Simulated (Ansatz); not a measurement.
# VO2: the cost of one run

Program: Ansatz 0.2.0. Level of theory: DFT, PBE, plane-wave PAW, default files, scalar-relativistic. These are calculated values, not measurements.

1 further run of the same task is left out (it didn't finish).

## (1) The system as given

Symmetry: P4_2/mnm, No. 136, tetragonal system. The conventional cell has a = 4.555 Å, b = 4.555 Å, c = 2.853 Å, α = 90.00°, β = 90.00°, γ = 90.00°. V (site symmetry mmm) is surrounded by 6 O at 1.92 to 1.93 Å. Around O (site symmetry m2m) lie 3 V at 1.92 to 1.93 Å.

As a file:

```cif
data_structure
_symmetry_space_group_name_H-M 'P4_2/mnm'
_symmetry_Int_Tables_number 136
_cell_length_a 4.5546
_cell_length_b 4.5546
_cell_length_c 2.8528
_cell_angle_alpha 90.000
_cell_angle_beta 90.000
_cell_angle_gamma 90.000
_cell_volume 59.18
loop_
_atom_site_label
_atom_site_type_symbol
_atom_site_symmetry_multiplicity
_atom_site_Wyckoff_symbol
_atom_site_fract_x
_atom_site_fract_y
_atom_site_fract_z
_atom_site_occupancy
V1 V 2 a 0.00000 0.00000 0.00000 1
O1 O 4 f 0.30010 0.30010 0.00000 1
```

The earlier run gave: no gap over 0.1 eV on the mesh, largest force 0.041 eV/Å, pressure 1.6 GPa, net moment 2.00 μB.

Like atoms gathered into sites:

| site | atoms | first shell | V_zz (10²¹ V/m²) | η | C_Q (MHz) | m (μB) | B_c (T) |
| --- | --- | --- | --- | --- | --- | --- | --- |
| V | 1, 2 | 6 O at 1.92–1.93 Å | -0.77 | 0.13 | 0.963 (⁵¹V) | 0.83 | -4.4 |
| O | 3, 4, 5, 6 | 3 V at 1.92–1.93 Å | -2.94 | 0.87 | 1.82 (¹⁷O) | -0.05 | -0.9 |

V_zz is the principal component of the electric field gradient with the largest magnitude, η = (V_xx − V_yy)/V_zz and C_Q = eQV_zz/h. Nuclear quadrupole moments: year-2017 set (Pyykkö).

B_c = (2μ₀/3) μB (ρ↑ − ρ↓) at the nucleus, 7.77 T per e/Å³, positive along the run's up direction; orbital and dipolar fields are not in it. One atom of each site is listed; partners with reversed moments have reversed fields.

## (2) Z stretched by -3 %, ions relaxed

Contents of input.yaml:

```yaml
crystal:
  lattice:
    - [4.5546, 0.0, 0.0]
    - [0.0, 4.5546, 0.0]
    - [0.0, 0.0, 2.767216]
  atoms:
    - { symbol: V, position: [0.0, 0.0, 0.0], spin: 1.0 }
    - { symbol: V, position: [0.5, 0.5, 0.5], spin: 1.0 }
    - { symbol: O, position: [0.3001, 0.3001, 0.0] }
    - { symbol: O, position: [0.1999, 0.8001, 0.5] }
    - { symbol: O, position: [0.6999, 0.6999, 0.0] }
    - { symbol: O, position: [0.8001, 0.1999, 0.5] }
magnetization:
  spin_polarized: true
kpoints:
  mp_grid: { grid: [10, 10, 16] }
scf:
  occupations: { method: fermi_dirac, width: 0.05 }
hamiltonian:
  xc: pbe
  pseudopotentials: { kind: paw }
output:
  forces: true
  stress: true
  populations: true
  efg:
    quadrupole_moments_barn: { V: -0.052, O: -0.02558 }
    contact_densities: true
relax:
  f_tol: 0.02
  max_steps: 60
```

Started as:

```sh
$ ansatz run input.yaml --threads 1 --pin off --max-ram 3072MiB --backend cpu --events-out ev --progress --plain --runs-dir out
```

Q: Estimate wall time and peak memory on 1 thread of Intel Xeon 6975P-C (Granite Rapids), shared host.

About 80 s, with a peak of 0.9 GiB.
